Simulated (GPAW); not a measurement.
# Hf (Im-3m) in GPAW: notebook

One crystal, Hf, is run at these levels: r2SCANh+D4, LDA; tasks: hybrid scf, G0W0 quasiparticle levels.

Program: GPAW 26.7.0. These are calculated values, not measurements. Logs are shortened: lines on timing, memory, paths and dates and some standing lists are left out, and cuts for length are marked. The log counts tension as positive stress, the text compression.

## 1. Starting point

The structure is cubic, space group Im-3m (No. 229). The conventional cell has a = 3.610 Å, b = 3.610 Å, c = 3.610 Å, α = 90.00°, β = 90.00°, γ = 90.00°. Around Hf (site symmetry m-3m) lie 8 Hf at 3.13 Å.

This isn't the form of Hf at room conditions, which is hcp.

## 2. Hybrid scf, r2SCANh+D4

The input, run.py:

```python
import numpy as np
from ase import Atoms
from ase.calculators.mixing import SumCalculator
from ase.dft.bandgap import bandgap
from ase.io import write
from dftd4.ase import DFTD4
from gpaw import GPAW, PW
from gpaw.xc import parametrizedxc

class ScaledMGGA(parametrizedxc.ParametrizedKernel):
    """Weighted sum of Libxc meta-GGA parts, named like '0.75_MGGA_X_..+1.0_MGGA_C_..'."""
    def __init__(self, name):
        super().__init__(name)
        self.type = 'MGGA'

    def calculate(self, e_g, n_sg, dedn_sg, sigma_xg, dedsigma_xg, tau_sg, dedtau_sg):
        e_g[:] = dedsigma_xg[:] = dedtau_sg[:] = 0.0
        for kernel, c in zip(self.kernels, self.coefs):
            e, v, s, t = [np.zeros_like(x) for x in [e_g, dedn_sg, dedsigma_xg, dedtau_sg]]
            kernel.calculate(e, n_sg, v, sigma_xg, s, tau_sg, t)
            e_g += c * e
            dedn_sg += c * v
            dedsigma_xg += c * s
            dedtau_sg += c * t

parametrizedxc.ParametrizedKernel = ScaledMGGA

atoms = Atoms(['Hf'],
              cell=[[-1.805, 1.805, 1.805],
                    [1.805, -1.805, 1.805],
                    [1.805, 1.805, -1.805]],
              scaled_positions=[[0.0, 0.0, 0.0]],
              pbc=True)

calc = GPAW(mode=PW(400),
            xc={'name': '0.900_MGGA_X_R2SCAN+1.0_MGGA_C_R2SCAN', 'fraction': 0.1, 'omega': 0.0, 'backend': 'pw'},
            kpts={'size': (5, 5, 5), 'gamma': True},
            occupations={'name': 'fermi-dirac', 'width': 0.05},
            nbands=14,
            convergence={'density': 0.0001},
            maxiter=40,
            txt='gpaw.txt')
atoms.calc = SumCalculator([calc, DFTD4(method='r2scanh')])
energy = atoms.get_potential_energy()
calc.write('gs.gpw')
write('result.traj', atoms)
print(f'Energy: {energy:.6f} eV')
print('Fermi level:', round(calc.get_fermi_level(), 4), 'eV')
print(f'Gap: {bandgap(calc)[0]:.4f} eV, direct: {bandgap(calc, direct=True)[0]:.4f} eV')
```

Potentials or basis: GPAW PAW data sets (gpaw-data 1.2.1), pw.

Run with:

```
$ OMP_NUM_THREADS=1 python run.py
```

gpaw.txt:

```text
__  _  _
 | _ |_)|_||  |
 |__||  | ||/\| - 26.7.0

Input parameters:
  mode=PW(ecut=400.0),
  convergence={'density': 0.0001},
  kpts=MonkhorstPack(size=(5, 5, 5), gamma=True),
  maxiter=40,
  nbands=14,
  occupations=Occupations(name='fermi-dirac', width=0.05),
  xc=XC(name='0.900_MGGA_X_R2SCAN+1.0_MGGA_C_R2SCAN', fraction=0.1, omega=0.0, backend='pw')

Diagonalizing LCAO Hamiltonian
Converting LCAO to pw mode

       Hf

Atoms  # Å, Bohr magnetons
|   | symbol |        x |        y |        z |    initial magnetic moments |
|---|--------|----------|----------|----------|-----------------------------|
| 0 |     Hf | 0.000000 | 0.000000 | 0.000000 | ( 0.0000,  0.0000,  0.0000) |

Unit cell  # Å
| periodic |         x |         y |         z |  lengths |     angles |
|----------|-----------|-----------|-----------|----------|------------|
|      yes | -1.805000 |  1.805000 |  1.805000 | 3.126352 | 109.471221 |
|      yes |  1.805000 | -1.805000 |  1.805000 | 3.126352 | 109.471221 |
|      yes |  1.805000 |  1.805000 | -1.805000 | 3.126352 | 109.471221 |

Number of symmetries: 48
Symmetry operations  # r_c * U_cc + t_c -> r_c
|    | kind |            matrix            |
|----|------|------------------------------|
|  0 |  σ   |  1, 1, 1,  0, 0,-1,  0,-1, 0 |
|  1 |  C4  |  1, 1, 1,  0, 0,-1, -1, 0, 0 |
|  2 |  C2  |  1, 1, 1,  0,-1, 0,  0, 0,-1 |
|  3 |  S6  |  1, 1, 1,  0,-1, 0, -1, 0, 0 |
|  4 |  S6  |  1, 1, 1, -1, 0, 0,  0, 0,-1 |
|  5 |  C4  |  1, 1, 1, -1, 0, 0,  0,-1, 0 |
|  6 |  E   |  1, 0, 0,  0, 1, 0,  0, 0, 1 |
|  7 |  σ   |  1, 0, 0,  0, 1, 0, -1,-1,-1 |
|  8 |  σ   |  1, 0, 0,  0, 0, 1,  0, 1, 0 |
|  9 |  C3  |  1, 0, 0,  0, 0, 1, -1,-1,-1 |
| 10 |  C3  |  1, 0, 0, -1,-1,-1,  0, 1, 0 |
| 11 |  σ   |  1, 0, 0, -1,-1,-1,  0, 0, 1 |
| 12 |  σ   |  0, 1, 0,  1, 0, 0,  0, 0, 1 |
| 13 |  C2  |  0, 1, 0,  1, 0, 0, -1,-1,-1 |
| 14 |  C3  |  0, 1, 0,  0, 0, 1,  1, 0, 0 |
| 15 |  S4  |  0, 1, 0,  0, 0, 1, -1,-1,-1 |
| 16 |  S4  |  0, 1, 0, -1,-1,-1,  1, 0, 0 |
| 17 |  C3  |  0, 1, 0, -1,-1,-1,  0, 0, 1 |
| 18 |  C3  |  0, 0, 1,  1, 0, 0,  0, 1, 0 |
| 19 |  S4  |  0, 0, 1,  1, 0, 0, -1,-1,-1 |
| 20 |  σ   |  0, 0, 1,  0, 1, 0,  1, 0, 0 |
| 21 |  C3  |  0, 0, 1,  0, 1, 0, -1,-1,-1 |
| 22 |  C2  |  0, 0, 1, -1,-1,-1,  1, 0, 0 |
| 23 |  S4  |  0, 0, 1, -1,-1,-1,  0, 1, 0 |
| 24 |  C4  |  0, 0,-1,  1, 1, 1,  0,-1, 0 |
| 25 |  σ   |  0, 0,-1,  1, 1, 1, -1, 0, 0 |
| 26 |  S6  |  0, 0,-1,  0,-1, 0,  1, 1, 1 |
| 27 |  C2  |  0, 0,-1,  0,-1, 0, -1, 0, 0 |
| 28 |  C4  |  0, 0,-1, -1, 0, 0,  1, 1, 1 |
| 29 |  S6  |  0, 0,-1, -1, 0, 0,  0,-1, 0 |
| 30 |  S6  |  0,-1, 0,  1, 1, 1,  0, 0,-1 |
| 31 |  C4  |  0,-1, 0,  1, 1, 1, -1, 0, 0 |
| 32 |  C4  |  0,-1, 0,  0, 0,-1,  1, 1, 1 |
| 33 |  S6  |  0,-1, 0,  0, 0,-1, -1, 0, 0 |
| 34 |  σ   |  0,-1, 0, -1, 0, 0,  1, 1, 1 |
| 35 |  C2  |  0,-1, 0, -1, 0, 0,  0, 0,-1 |
| 36 |  C2  | -1, 0, 0,  1, 1, 1,  0, 0,-1 |
| 37 |  S6  | -1, 0, 0,  1, 1, 1,  0,-1, 0 |
| 38 |  S6  | -1, 0, 0,  0, 0,-1,  1, 1, 1 |
| 39 |  C2  | -1, 0, 0,  0, 0,-1,  0,-1, 0 |
| 40 |  C2  | -1, 0, 0,  0,-1, 0,  1, 1, 1 |
| 41 |  i   | -1, 0, 0,  0,-1, 0,  0, 0,-1 |
| 42 |  S4  | -1,-1,-1,  1, 0, 0,  0, 1, 0 |
| 43 |  C3  | -1,-1,-1,  1, 0, 0,  0, 0, 1 |
| 44 |  C3  | -1,-1,-1,  0, 1, 0,  1, 0, 0 |
| 45 |  σ   | -1,-1,-1,  0, 1, 0,  0, 0, 1 |
| 46 |  S4  | -1,-1,-1,  0, 0, 1,  1, 0, 0 |
| 47 |  C2  | -1,-1,-1,  0, 0, 1,  0, 1, 0 |

BZ-sampling:
  Number of BZ points: 125
  Number of IBZ points: 10

  Monkhorst-Pack size: [5, 5, 5]
  Monkhorst-Pack shift: [0, 0, 0]

K-points  # in reciprocal-cell coordinates
|   |                                coordinates |     weight |
|---|--------------------------------------------|------------|
| 0 | (  0.00000000,   0.00000000,   0.00000000) | 0.00800000 |
| 1 | (  0.20000000,   0.00000000,   0.00000000) | 0.09600000 |
| 2 | (  0.20000000,   0.20000000,  -0.20000000) | 0.04800000 |
| 3 | (  0.40000000,   0.00000000,  -0.20000000) | 0.19200000 |
| 4 | (  0.40000000,   0.00000000,   0.00000000) | 0.09600000 |
| 5 | (  0.40000000,   0.20000000,  -0.20000000) | 0.19200000 |
| 6 | (  0.40000000,   0.20000000,   0.20000000) | 0.06400000 |
| 7 | (  0.40000000,   0.40000000,  -0.40000000) | 0.04800000 |
| 8 | (  0.40000000,   0.40000000,   0.20000000) | 0.19200000 |
| 9 | (  0.40000000,   0.40000000,   0.40000000) | 0.06400000 |

Plane wave coefficients: 442
Cutoff: 400.0 eV

Spin-components: 1 (collinear spins)
Bands:           14
Projectors:      6
Spin-degeneracy: 2
Datatype:        complex128

Parallelization:
  kpt:    1
  domain: 1
  band:   1

Density:
  Valence electrons: 12.0
  Components: 1
  Grid points: [15 15 15]
  Charge: 0.0  # |e|

Potential:
  Grid points: [15 15 15]

species:
  Hf:
    name:    Hafnium
    Z:       72.0
    valence: 12
    core:    60
    charge:  0.0  # [|e|]
    compensation charges:
      type: gauss
      rc: 0.41  # [Å]
      lmax: 2
    cutoffs:
      filter: 2.36  # [Å]
      core: 4.02  # [Å]
    projectors
    | kind |    occ | energy [eV] | rcut [Å] |
    |------|--------|-------------|----------|
    |   5s |  2.000 |     -66.831 |    1.397 |
    |   6s |  2.000 |      -5.097 |    1.397 |
    |   5p |  6.000 |     -35.599 |    1.307 |
    |   6p |  0.000 |      -1.401 |    1.307 |
    |   5d |  2.000 |      -2.699 |    1.334 |
    |    d |        |      24.513 |    1.334 |

    Using partial waves for Hf as LCAO basis

Reference energy: -409886.115275  # eV

eigensolver:
  PPCG
  Converge bands: occupied
  niter=2

density mixing:
  MSR1-Mixer
  Pratt-step length: 0.05
  Maximum mixing coefficient: 0.75
  Old densities: 10
  SVD Regularization: 0.005
  Good broyden scale: 1.0
  Trust region scale: 1.0
  Backstep threshold: 4.0
  History deletion threshold: 6.0
  Fourier metric: weight=20.0, sigma=0.015

occupation numbers:
  Fermi-Dirac:
    width: 0.0500  # eV

poisson solver:
  ecut: 3200.0  # eV

xc functional:
  name: 0.900_MGGA_X_R2SCAN+1.0_MGGA_C_R2SCAN with 2 nearest neighbor stencil

convergence criteria:
- Maximum integral of absolute [dens]ity change: 0.0001 electrons / valence electron
- Maximum [total energy] change in last 3 cyles: 0.0005 eV / valence electron
- Maximum integral of absolute [eigenst]ate change: 4e-08 eV^2 / valence electron
maximum number of iterations: 40

IBZ(<points: 10, symmetries: 48>)
Occupied bands: 7
SCF iterations
|iter     | |      energy | eigst |  dens |
|---------|-|-------------|-------|-------|
|iter:   1| | -831.958527 | -0.22 |       |
|iter:   2| |  -18.318835 | -1.50 | -1.36 |
|iter:   3| |-13234.407001 | +3.75 | -1.25 |
|iter:   4| |  -10.611492 | +1.42 | +0.99 |
|iter:   5| |  -18.209808 | -0.57 | -1.10 |
|iter:   6| |  -18.304915 | -2.77 | -1.83 |
|iter:   7| |  -18.306380 | -4.04 | -1.78 |
|iter:   8| |  -18.282162 | -2.79 | -1.84 |
|iter:   9| |  -18.285660 | -4.34 | -2.90 |
|iter:  10| |  -18.293961 | -5.60 | -2.57 |
|iter:  11| |  -18.303239 | -5.01 | -2.27 |
|iter:  12| |  -18.305634 | -5.66 | -2.08 |
|iter:  13| |  -18.305052c| -4.38 | -2.08 |
|iter:  14| |  -18.305887c| -4.43 | -2.28 |
|iter:  15| |  -18.305876c| -5.65 | -2.07 |
|iter:  16| |  -18.306062c| -6.15 | -2.09 |
|iter:  17| |  -18.305089c| -4.33 | -2.07 |
|iter:  18| |  -18.305627c| -4.84 | -2.31 |
|iter:  19| |  -18.306154c| -4.94 | -2.16 |
|iter:  20| |  -18.304905c| -3.93 | -2.07 |
|iter:  21| |  -18.304908c| -4.48 | -2.50 |
|iter:  22| |  -18.304931c| -6.14 | -3.32 |
|iter:  23| |  -18.304943c| -6.39 | -3.69 |
|iter:  24| |  -18.304944c| -8.37c| -4.68c|

Converged in 24 steps
Energy contributions relative to reference atoms: (reference = -409886.115275)

Energy contributions:
  Kinetic:          10.976373
  Coulomb:         -10.851140
  Zero:             -0.535017
  External:          0.000000
  Xc:              806.734552
  Entropy:          -0.005749
  Spinorbit:         0.000000
  Hybrid_Xc_Cc:      -800.731516
  Hybrid_Xc_Vc:        -9.373888
  Hybrid_Xc_Vv:       -14.521434
  ----------------------------
  Free energy:     -18.307819
  Extrapolated:    -18.304944

dipole moment: (-6.542887, -6.542887, -6.542887)  # |e|*Ang

Fermi level: 8.790
Eigenvalues  # (at kpt = [0.000, 0.000, 0.000])
| band index |      eig [eV] | occ [0-2] |
|------------|---------------|-----------|
|          0 |       -56.074 |     2.000 |
|          1 |       -23.331 |     2.000 |
|          2 |       -23.331 |     2.000 |
|          3 |       -23.331 |     2.000 |
|          4 |         1.230 |     2.000 |
|          5 |        11.003 |     0.000 |
|          6 |        11.003 |     0.000 |
|          7 |        11.003 |     0.000 |
|          8 |        13.634 |     0.000 |
|          9 |        13.634 |     0.000 |
|         10 |        23.185 |     0.000 |
|         11 |        23.185 |     0.000 |
|         12 |        23.185 |     0.000 |
|         13 |        32.393 |     0.000 |

No gap
No difference between direct/indirect transitions
# Writing to gs.gpw (mode='')
```

Wall time 26 min (1 thread of Arm Neoverse V2, shared host); peak memory 0.33 GiB.

Results:

- Free energy: -18.3813 eV
- Band gap on the k mesh: none (metal or under the smearing width)
- Dispersion energy per atom: -0.073 eV

Levels at points of the mesh, in eV from the Fermi level:
```
           k point  band 3  band 4  band 5  band 6  band 7  band 8  band 9  band 10
(0.00, 0.00, 0.00)  -32.12  -32.12   -7.56    2.21    2.21    2.21    4.84     4.84
```

Caveat: the k mesh is coarse (spacing up to 0.49 Å⁻¹), so the values aren't converged, least of all with exact exchange; the scaled meta-GGA exchange is a class typed in the script. Spin-orbit coupling is left out, which matters for the levels of Hf.

[end of part 1 of 2]
